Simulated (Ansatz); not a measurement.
The system is Fe.

```
Fe
1.0
    -1.44300    1.44300    1.44300
     1.44300   -1.44300    1.44300
     1.44300    1.44300   -1.44300
Fe
1
Direct
  0.00000 0.00000 0.00000
```

* Program: Ansatz 0.2.0
* Task: relaxation of cell and atoms
* Functional: PBE
* Potentials or basis: Ansatz PAW
* Cutoff: 420 eV (not typed: the program's choice for these potentials)
* k mesh: 13 × 13 × 13
* Occupations: fermi-dirac, width 0.05 eV
* Spin: collinear spin, ferromagnetic start
* Starting moments: [3.0] μB

At the start: volume 12.02 Å³/atom.

Q: How do energy, volume and symmetry change on relaxing?

A: It ends after 6 steps and the volume is 11.31 Å³/atom (-5.9 %); space group Im-3m (No. 229, to 0.05 Å); moment 2.12 μB per cell.

The path:
| step | energy change (eV) | largest force (eV/Å) | volume (Å³) |
| --- | --- | --- | --- |
| 1 | 0.0000 | 0.0000 | 12.02 |
| 2 | -0.0194 | 0.0000 | 11.60 |
| 3 | -0.0236 | 0.0000 | 11.22 |
| 4 | -0.0240 | 0.0000 | 11.30 |
| 5 | -0.0240 | 0.0000 | 11.31 |
| 6 | -0.0236 | 0.0000 | 11.31 |

Final structure:
```xyz
1
Lattice="-1.4140 1.4140 1.4140 1.4140 -1.4140 1.4140 1.4140 1.4140 -1.4140" Properties=species:S:1:pos:R:3 pbc="T T T"
Fe    0.0000    0.0000    0.0000
```

Caveat: the plane-wave basis is chosen anew once the cell has moved, so the energies of steps on either side of that aren't comparable.
